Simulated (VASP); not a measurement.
Here is a VASP 6.6.1 calculation.

The input INCAR:

```
PREC = Accurate ; ENCUT = 600
EDIFF = 1E-6 ; ISMEAR = 0
SIGMA = 0.03 ; LREAL = F
LASPH = T ; NELM = 80
ALGO = Normal ; ISIF = 3
LWAVE = F ; LCHARG = F
GGA = PS ; IBRION = 2
NSW = 90 ; EDIFFG = -0.01
```

Contents of KPOINTS:

```
regular mesh
0
Gamma
  8 8 8
```

Contents of POSCAR:

```
AlP
1.0
    0.0000000000      2.7255000000      2.7255000000
    2.7255000000      0.0000000000      2.7255000000
    2.7255000000      2.7255000000      0.0000000000
Al P
1 1
Direct
    0.0000000000      0.0000000000      0.0000000000
    0.2500000000      0.2500000000      0.2500000000
```

Potentials or basis: VASP PAW PBE potentials, release 64 (Al, P).

Launch:

```bash
$ cat potpaw_PBE.64/Al/POTCAR potpaw_PBE.64/P/POTCAR > POTCAR
$ mpirun -np 1 vasp_std > vasp.out
```

Estimate the relaxed cell.

a = 3.869 Å, b = 3.869 Å, c = 3.869 Å, α = 60.00°, β = 60.00°, γ = 60.00°.

Predict the band gap on the k mesh.

1.45 eV, indirect (least direct gap 3.15 eV).

Estimate the relaxed volume.

20.47 Å³/atom.

Predict the space group after relaxing (to 0.05 Å).

F-43m (No. 216).

Step by step:
```tsv
step	energy change (eV)	largest force (eV/Å)	pressure (GPa)	volume (Å³)
1	0.0000	0.0000	1.00	40.49
2	-0.0009	0.0000	-0.60	41.24
3	-0.0014	0.0000	0.00	40.95
```

Caveat: the PAW data sets were made with another functional, which shifts forces and pressure a little. Zero-point motion and thermal expansion aren't in these numbers.
